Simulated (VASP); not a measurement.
The system is FeO.

```
Fe O
1.0
     2.68236   -1.52443    0.00000
     2.68236    1.52443    0.00000
    -0.23431    0.00000    5.26945
Fe O
2 2
Cartesian
  -0.1172 0.0000 2.6347
  0.0000 0.0000 0.0000
  1.6253 0.0000 3.9220
  3.5051 0.0000 1.3474
```

The cell comes from a database or a generator and needn't be the stable form of this composition.

* Program: VASP 6.6.1
* Task: single point
* Functional: PBE
* Potentials or basis: VASP PAW PBE potentials, release 64 (Fe, O)
* Cutoff: 520 eV
* k mesh: 10 × 10 × 5
* Occupations: fermi-dirac, width 0.05 eV
* Spin: collinear spin, ferromagnetic start
* Starting moments: [3.0, 3.0, 0.0, 0.0] μB

On this cell: pressure -9.8 GPa; largest force 0.186 eV/Å; net moment 8.00 μB per cell; site moments Fe +3.61, +3.57; O +0.32 μB; band gap on the k mesh none (metal or under the smearing width).

The same run follows on a disturbed copy (atoms moved at random, drawn with an rms of 0.05 Å):

```
Fe O
1.0
     2.68236   -1.52443    0.00000
     2.68236    1.52443    0.00000
    -0.23431    0.00000    5.26945
Fe O
2 2
Direct
  0.00641 0.00155 0.48800
  0.99585 0.01742 0.99506
  0.33842 0.35678 0.74677
  0.65690 0.67175 0.25735
```

Q: What does the disturbed cell give?

A: The energy (extrapolated to zero smearing) moves by +3.3 meV/atom; pressure -9.4 GPa; largest force 0.368 eV/Å; net moment 8.00 μB per cell; site moments Fe +3.60, +3.57; O +0.31, +0.32 μB; band gap on the k mesh none (metal or under the smearing width).

Forces on the atoms (eV/Å):
```
Fe   0.007  0.082  0.359
Fe   0.045 -0.014 -0.210
O   -0.113 -0.022  0.087
O    0.061 -0.046 -0.235
```

Stress tensor (GPa, compression positive):
```
-10.98  -0.16   0.48
 -0.16 -10.19   0.11
  0.48   0.11  -6.89
```

Caveats: semilocal functionals often make such compounds metallic where correlation or magnetic order opens a gap, which also shifts bond lengths; only a ferromagnetic start was run, and an antiferromagnetic order may lie lower in energy.
